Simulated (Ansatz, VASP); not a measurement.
# One calculation of Sr, two programs

Contents of POSCAR:

```
Sr
1.0
   -2.3703829936      2.3703829936      2.3703829936
    2.3703829936     -2.3703829936      2.3703829936
    2.3703829936      2.3703829936     -2.3703829936
Sr
1
Direct
    0.0000000000      0.0000000000      0.0000000000
```

The input INCAR.step1:

```
SYSTEM = Sr
PREC = Accurate
ENCUT = 520
ISMEAR = 0
SIGMA = 0.05
LREAL = .FALSE.
LASPH = .TRUE.
NELM = 100
NBANDS = 11
GGA = PE
ALGO = Normal
EDIFF = 1E-4
LWAVE = .TRUE.
LCHARG = .FALSE.
```

File INCAR.step2:

```
SYSTEM = Sr
PREC = Accurate
ENCUT = 520
EDIFF = 1E-6
ISMEAR = 0
SIGMA = 0.05
LREAL = .FALSE.
LASPH = .TRUE.
NELM = 100
ALGO = Normal
ISIF = 2
LWAVE = .FALSE.
LCHARG = .FALSE.
METAGGA = R2SCAN
LMIXTAU = .TRUE.
NBANDS = 11
ISTART = 1
```

KPOINTS

```
Automatic mesh
0
G
  12 12 12
  0 0 0
```

Input for Ansatz:

```yaml
crystal:
  lattice:
    - [-2.3703829936, 2.3703829936, 2.3703829936]
    - [2.3703829936, -2.3703829936, 2.3703829936]
    - [2.3703829936, 2.3703829936, -2.3703829936]
  atoms:
    - { symbol: Sr, position: [0.0, 0.0, 0.0] }
basis:
  ecutwfc: 600
  ecutrho_ratio: 5
kpoints:
  mp_grid: { grid: [12, 12, 12] }
hamiltonian:
  xc: r2scan
scf:
  occupations: { method: gaussian, width: 0.05 }
output:
  forces: true
  stress: true
  eigenvalues: true
```

The cell was built by a generator and needn't be a form met in nature.

Alike in both runs: task single point; functional r2SCAN; k mesh 12 × 12 × 12; occupations gaussian, width 0.05 eV; no spin polarisation.

|  | VASP | Ansatz |
| --- | --- | --- |
| version | VASP 6.6.1 | Ansatz 0.2.0 |
| potentials or method | VASP PAW PBE potentials, release 64 (Sr_sv) | scalar-relativistic, plane waves, PAW |
| plane-wave cutoff (eV) | 520 | 600 |
| valence electrons in the cell | 10 | 10 |

```tsv
	VASP	Ansatz	Ansatz less VASP
gap on the k mesh at the Fermi level (eV)	none	none	-
pressure (GPa)	0.5	0.4	-0.01
```

A gap of «none» marks a metal or a gap that the smearing closes.

Caveats: the PAW data sets were made with another functional, which shifts forces and pressure a little (VASP).
